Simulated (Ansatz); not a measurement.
Crystal: PbSe (Clausthalite).

```
Pb Se
1.0
     0.00000    3.06065    3.06065
     3.06065    0.00000    3.06065
     3.06065    3.06065    0.00000
Pb Se
1 1
Direct
  0.00000 0.00000 0.00000
  0.50000 0.50000 0.50000
```

Base run:

```yaml
Program: Ansatz 0.2.0
Functional: PBE
Potentials_or_basis: all-electron LAPW, scalar-relativistic
Cutoff: 188 eV
Density_cutoff: 750 eV
Basis_error_allowed: 0.001 eV/atom
k_mesh: 8 × 8 × 8
Occupations: fermi-dirac, width 0.05 eV
Spin: no spin polarisation
```

Its results: band gap on the k mesh 0.29 eV, direct; pressure 2.4 GPa.

Problem. After a change of settings the same cell gave: band gap on the k mesh 0.18 eV, direct; pressure -2.1 GPa. Which change was it?
A. functional from PBE to PBEsol; occupations from fermi-dirac, width 0.05 eV to gaussian, width 0.05 eV
B. functional from PBE to LDA
C. functional from PBE to PBEsol
D. occupations from fermi-dirac, width 0.05 eV to gaussian, width 0.1 eV

Solution. B.

LDA binds more tightly than PBE, so the same cell stands under less pressure.

Caveats: spin-orbit coupling is left out, which as a rule narrows the gap of such compounds by several tenths of an eV.

Not every run made on this cell is shown here.
